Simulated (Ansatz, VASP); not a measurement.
One calculation of Pd, two programs

The input INCAR:

```
  PREC = Accurate
  ENCUT = 600
  EDIFF = 1E-7
  ISMEAR = -1
  SIGMA = 0.05
  LREAL = False
  LASPH = True
  NELM = 60
  ALGO = Normal
  ISIF = 3
  LWAVE = False
  LCHARG = False
  GGA = B5
  ALDAX = 1.0
  AGGAX = 1.0
  AGGAC = 1.0
  ALDAC = 0.0
  IBRION = 2
  NSW = 60
  EDIFFG = -0.01
```

Contents of KPOINTS:

```
Automatic mesh
0
Gamma
  11 11 6
```

POSCAR

```
Pd
1.0
    2.7836650458      0.0000000000      0.0000000000
   -1.3918325229      2.4107246453      0.0000000000
    0.0000000000      0.0000000000      4.6288930000
Pd
2
Direct
    0.3333333333      0.6666666667      0.2500000000
    0.6666666667      0.3333333333      0.7500000000
```

input.yaml

```yaml
crystal:
  lattice:
    - [2.7836650458, 0.0, 0.0]
    - [-1.3918325229, 2.4107246453, 0.0]
    - [0.0, 0.0, 4.628893]
  atoms:
    - { symbol: Pd, position: [0.3333333333, 0.6666666667, 0.25] }
    - { symbol: Pd, position: [0.6666666667, 0.3333333333, 0.75] }
hamiltonian:
  xc: blyp
  pseudopotentials: { kind: paw }
kpoints:
  mp_grid: { grid: [11, 11, 6] }
scf:
  occupations: { method: fermi_dirac, width: 0.05 }
output:
  forces: true
  stress: true
  eigenvalues: true
  write_density: true
  write_potential: true
  elf: true
  volumetric_format: npy
relax:
  f_tol: 0.01
  max_steps: 40
  cell: { stress_tol: 0.05 }
```

This isn't the form of Pd at room conditions, which is fcc.

Alike in both runs: task relaxation of cell and atoms; functional BLYP; k mesh 11 × 11 × 6; occupations fermi-dirac, width 0.05 eV; no spin polarisation.

|  | VASP | Ansatz |
| --- | --- | --- |
| version | VASP 6.6.1 | Ansatz 0.2.0 |
| potentials or method | VASP PAW PBE potentials, release 64 (Pd) | Ansatz PAW |
| plane-wave cutoff (eV) | 600 | 420 |
| valence electrons in the cell | 20 | 36 |

Ansatz gave:

| Property | Result |
| --- | --- |
| gap on the k mesh at the Fermi level, each at its own relaxed structure (eV) | none |
| relaxed volume (Å³/atom) | 16.44 |
| relaxed cell length with the largest relative difference (Å) | 2.831 |
| energy change over the relaxation (meV/atom) | -23 |

Task: What did VASP give for the same quantities?

Result: gap on the k mesh at the Fermi level, each at its own relaxed structure (eV): none; relaxed volume (Å³/atom): 16.46; relaxed cell length with the largest relative difference (Å): 2.834; energy change over the relaxation (meV/atom): -25.

A gap of «none» marks a metal or a gap that the smearing closes. The two sets of potentials don't hold the same shells in valence.

Caveats: the PAW data sets were made with another functional, which shifts forces and pressure a little (VASP); the plane-wave basis is chosen anew once the cell has moved, so the energies of steps on either side of that aren't comparable (Ansatz); the PAW data sets come from PBE, with cores solved anew for the run's functional, which leaves a small shift of forces and pressure (Ansatz).
